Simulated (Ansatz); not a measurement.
Ansatz (a first-principles code) input:

Ansatz 0.2 input:
```yaml
crystal:
  lattice:
    - [0.0, 3.112574497, 3.112574497]
    - [3.112574497, 0.0, 3.112574497]
    - [3.112574497, 3.112574497, 0.0]
  atoms:
    - { symbol: Sb, position: [0.75, 0.75, 0.75] }
    - { symbol: Al, position: [0.0, 0.0, 0.0] }
kpoints:
  mp_grid: { grid: [7, 7, 7] }
basis: { xc_grid: 2 }
hamiltonian:
  xc: pbe
  pseudopotentials: { kind: paw }
scf:
  occupations: { method: fixed }
output:
  optics: { e_range: [0.0, 15.0], de: 0.05, sigma: 0.1, bands: { spectra_wanted_up_to: 12 eV } }
```

Output (shortened):

```
output.optics: the spectra are integrated over the Brillouin zone by k·p interpolation around the k-points, where levels, occupations, output.optics.sigma and …
Pseudopotential: Sb, paw, valence charge 15
Pseudopotential: Al, paw, valence charge 3
Functional definition: PBE
Crystal: 2 atoms, lattice volume = 60.310 Å³
Basis set: ecut = 420 eV, 1243 PW (Γ), exchange–correlation on 60×60×60 points (8 copies of the dense FFT grid, shifted against one another)
Bands: 13, of which v1, the nominal top of the filled ones, is band 9 counted from 1 (8 counted from 0)
Symmetry: 24 space group operations
Space group: F-43m (ITA 216), of the structure as read, at distance tolerance 3.9e-5 Å
k-points: 20 of 343 (time reversal used)
SCF iter   1: F=—  HF=-7022.334147 eV  |F-HF|=—  |Δ(HF+E_count)|=         —  Δρ=1.79e-3  dr2=3.86e-3  ethr=1.77e-3  ⟨swp⟩=5.0  Hψ=1379  notcnv=0  defer=34
preconditioner: auto → none
SCF iter   2: F=—  HF=-7022.332588 eV  |F-HF|=—  |Δ(HF+E_count)|=   1.56e-3  Δρ=6.71e-4  dr2=3.50e-4  ethr=2.14e-5  ⟨swp⟩=2.9  Hψ=643  notcnv=0  defer=35
SCF iter   3: F=—  HF=-7022.332693 eV  |F-HF|=—  |Δ(HF+E_count)|=   1.05e-4  Δρ=1.86e-4  dr2=2.11e-5  ethr=1.95e-6  ⟨swp⟩=2.0  Hψ=385  notcnv=0  defer=35
SCF iter   4: F=—  HF=-7022.332718 eV  |F-HF|=—  |Δ(HF+E_count)|=   2.47e-5  Δρ=6.00e-5  dr2=2.84e-6  ethr=1.17e-7  ⟨swp⟩=3.0  Hψ=440  notcnv=0  defer=30
SCF iter   5: F=—  HF=-7022.332718 eV  |F-HF|=—  |Δ(HF+E_count)|=   5.48e-7  Δρ=1.26e-5  dr2=1.12e-7  ethr=1.58e-8  ⟨swp⟩=3.0  Hψ=435  notcnv=0  defer=2
SCF iter   6: F=—  HF=-7022.332719 eV  |F-HF|=—  |Δ(HF+E_count)|=   9.13e-7  Δρ=2.66e-6  dr2=3.14e-9  ethr=6.23e-10  ⟨swp⟩=2.0  Hψ=440  notcnv=0  defer=1
SCF iter   7: F=—  HF=-7022.332719 eV  |F-HF|=—  |Δ(HF+E_count)|=   6.99e-9  Δρ=3.16e-7  dr2=3.72e-11  ethr=1.75e-11  ⟨swp⟩=2.0  Hψ=440  notcnv=0  defer=1
SCF iter   8: F=-7022.332719 eV  HF=-7022.332719 eV  |F-HF|=8.19e-12  |Δ(HF+E_count)|=  9.09e-11  Δρ=1.14e-7  dr2=4.72e-12  ethr=1.00e-12  ⟨swp⟩=4.8  Hψ=1069  notcnv=0
SCF 1 converged in 8 iterations: F = -7022.332719 eV  dr2 = 4.72e-12
NSCF: frozen V_eff on 20 k-points
Optics k sum: 0 of 20 k-points
Optics k sum: 1 of 20 k-points
Optics k sum: 2 of 20 k-points
Optics k sum: 3 of 20 k-points
Optics k sum: 4 of 20 k-points
Optics k sum: 5 of 20 k-points
Optics k sum: 6 of 20 k-points
Optics k sum: 7 of 20 k-points
Optics k sum: 8 of 20 k-points
Optics k sum: 9 of 20 k-points
Optics k sum: 10 of 20 k-points
Optics k sum: 11 of 20 k-points
Optics k sum: 12 of 20 k-points
Optics k sum: 13 of 20 k-points
Optics k sum: 14 of 20 k-points
Optics k sum: 15 of 20 k-points
Optics k sum: 16 of 20 k-points
Optics k sum: 17 of 20 k-points
Optics k sum: 18 of 20 k-points
Optics k sum: 19 of 20 k-points
Optics k sum: 20 of 20 k-points
Optics k sum: 0 of 20 k-points
Optics k sum: 1 of 20 k-points
Optics k sum: 2 of 20 k-points
Optics k sum: 3 of 20 k-points
Optics k sum: 4 of 20 k-points
Optics k sum: 5 of 20 k-points
Optics k sum: 6 of 20 k-points
Optics k sum: 7 of 20 k-points
Optics k sum: 8 of 20 k-points
Optics k sum: 9 of 20 k-points
Optics k sum: 10 of 20 k-points
Optics k sum: 11 of 20 k-points
Optics k sum: 12 of 20 k-points
Optics k sum: 13 of 20 k-points
Optics k sum: 14 of 20 k-points
Optics k sum: 15 of 20 k-points
Optics k sum: 16 of 20 k-points
Optics k sum: 17 of 20 k-points
Optics k sum: 18 of 20 k-points
Optics k sum: 19 of 20 k-points
Optics k sum: 20 of 20 k-points
NSCF: frozen V_eff on 1 k-points
NSCF: frozen V_eff on 1 k-points
NSCF: frozen V_eff on 1 k-points
NSCF: frozen V_eff on 1 k-points
output.optics: what the bands over the 26 summed would add to eps1, eps2 and the energy-loss function is held between a lower and an upper bound (7 Lanczos …
SCF converged after 8 iterations
Free energy (F): -7022.332719 eV
Harris-Foulkes:  -7022.332719 eV  (|F-HF|=8.19e-12)
Internal energy: -7022.332719 eV  (E = F + TS)
E sigma→0 (E₀):  -7022.332719 eV
Fermi energy:    5.777249 eV
--- Per-component energies (eV) ---
  E_band       = -211.684947
  E_kinetic    = 228.882386
  E_local      = -1969.342146  (includes V_loc(G=0)·N_el)
  E_nonlocal   = 374.040031
  E_hartree    = 890.104237
  E_xc         = -177.075229
  E_vxc        = -123.825612  (∫ρ·V_xc dr)
  E_paw        = -5044.631979  (= ΣΔE_a)
  E_vpaw       = -501.647969  (= ΣTr[D̂ρ^β])
  E_aug_tail   = -0.000004  (compensation charges beyond the density's cutoff)
  E_ewald      = -1324.310016
  E_smearing   =  0.000000  (= −TS)
  E_closure    =  0.000000  (closes the sum)
  Σ components = -7022.332719   (vs F -7022.332719, Δ=0.00e0)
  [band-id]    e_kinetic+e_local+e_nonlocal+2·e_hartree+e_vxc+e_vpaw+e_augmentation_tail = -211.684838   (vs E_band -211.684947, Δ=1.08e-4)
--- Band table (eV; the first three rows and the last of 20) ---
  k-point 0: bands = ["-22.3705", "-22.3705", "-22.3705", "-22.3527", "-22.3527", "-4.7118", "5.7772", "5.7772", "5.7772", "7.0534", "8.8694", "8.8694", "8.8694"]
  k-point 1: bands = ["-22.3703", "-22.3700", "-22.3700", "-22.3526", "-22.3526", "-4.5348", "4.0705", "5.5537", "5.5537", "7.6724", "9.2109", "9.2109", "9.6512"]
  k-point 2: bands = ["-22.3700", "-22.3689", "-22.3689", "-22.3524", "-22.3524", "-4.0536", "2.0768", "5.1751", "5.1751", "7.3233", "9.5806", "9.5806", "11.7005"]
  k-point 19: bands = ["-22.3700", "-22.3679", "-22.3656", "-22.3531", "-22.3513", "-2.8863", "0.6608", "2.7173", "3.6023", "8.6346", "10.4251", "10.7812", "11.1780"]
```

Cost: around 12 core-seconds (rough) on shared cores.

The PBE relaxation kept the symmetry of its start; of distortions, only those at the zone centre were tested. Scalar-relativistic: spin–orbit coupling is off unless named, which matters more the heavier the elements.

Potentials: the later of the program's two PAW sets.

Ansatz is a plane-wave DFT program.
